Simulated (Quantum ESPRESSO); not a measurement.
Input of a Quantum ESPRESSO 7.5 run:

File run.py:

```python
import numpy as np
from ase.calculators.espresso import Espresso, EspressoProfile
import spglib
from ase import Atoms
from ase.io import read

atoms = read('TaS2.cif')
cell, pos, num = spglib.standardize_cell((atoms.cell[:], atoms.get_scaled_positions(), atoms.numbers), to_primitive=True, symprec=1e-4)
atoms = Atoms(numbers=num, cell=cell, scaled_positions=pos, pbc=True)

input_data = {
    'control': {'calculation': 'scf', 'prefix': 'pwscf', 'outdir': './tmp', 'tprnfor': True, 'tstress': True, 'disk_io': 'low'},
    'system': {'ecutwfc': 58.0, 'nbnd': 19, 'input_dft': 'pw86pbe', 'occupations': 'smearing', 'smearing': 'fd', 'degauss': 0.00367493},
    'electrons': {'conv_thr': 6e-10, 'electron_maxstep': 120, 'mixing_beta': 0.5},
}
pseudopotentials = {'S': 'S.upf', 'Ta': 'Ta.upf'}
profile = EspressoProfile(command='pw.x', pseudo_dir='pseudo')
dft = Espresso(profile=profile, input_data=input_data, pseudopotentials=pseudopotentials, kpts=(9, 9, 5), koffset=(0, 0, 0))
from ase.calculators.mixing import SumCalculator
from dftd4.ase import DFTD4
d4 = DFTD4(method='pw86pbe')
atoms.calc = SumCalculator([dft, d4])

from ase.optimize import LBFGS
from ase.filters import FrechetCellFilter
done = LBFGS(FrechetCellFilter(atoms), trajectory='opt.traj').run(fmax=0.02, steps=30)
print('converged', done)
print('cell (A)', np.round(atoms.cell.cellpar(), 5))
print(f'energy {atoms.get_potential_energy():.8f} eV')
print('forces (eV/A)')
print(np.round(atoms.get_forces(), 6))
print('stress (eV/A^3, Voigt)')
print(np.round(atoms.get_stress(), 8))
print(f'Fermi level {dft.get_fermi_level():.4f} eV')
print(f'D4 part {d4.get_potential_energy(atoms):.8f} eV')
atoms.write('final.traj')
```

The input TaS2.cif:

```cif
data_TaS2
_cell_length_a 3.35000000
_cell_length_b 3.35000000
_cell_length_c 5.86000000
_cell_angle_alpha 90.00000000
_cell_angle_beta 90.00000000
_cell_angle_gamma 120.00000000
_space_group_name_H-M_alt 'P-3m1'
_space_group_name_Hall '-P 3 2"'
_space_group_IT_number 164
loop_
_space_group_symop_operation_xyz
'x,y,z'
'-x,-y,-z'
'-y,x-y,z'
'y,-x+y,-z'
'-x+y,-x,z'
'x-y,x,-z'
'y,x,-z'
'-y,-x,z'
'x-y,-y,-z'
'-x+y,y,z'
'-x,-x+y,-z'
'x,x-y,z'
loop_
_atom_site_label
_atom_site_type_symbol
_atom_site_symmetry_multiplicity
_atom_site_Wyckoff_symbol
_atom_site_fract_x
_atom_site_fract_y
_atom_site_fract_z
_atom_site_occupancy
Ta1 Ta 1 a 0.0000000000 0.0000000000 0.0000000000 1
S1 S 2 d 0.6666666667 0.3333333333 0.7500000000 1
```

Potentials or basis: PseudoDojo 0.4.1 SR PBE standard.

Launch:

```bash
$ OMP_NUM_THREADS=1 python run.py
```

(1) Estimate the band gap on the k mesh.

(2) Estimate the relaxed cell.

(3) Estimate the relaxed volume.

(4) What does it give for the space group after relaxing (to 0.05 Å)?

Results:

(1) none (metal or under the smearing width).

(2) a = 3.388 Å, b = 3.388 Å, c = 5.951 Å, α = 90.00°, β = 90.00°, γ = 120.00°.

(3) 19.72 Å³/atom.

(4) P-3m1 (No. 164).

Caveat: the potentials were made for another functional, which shifts forces and pressure.
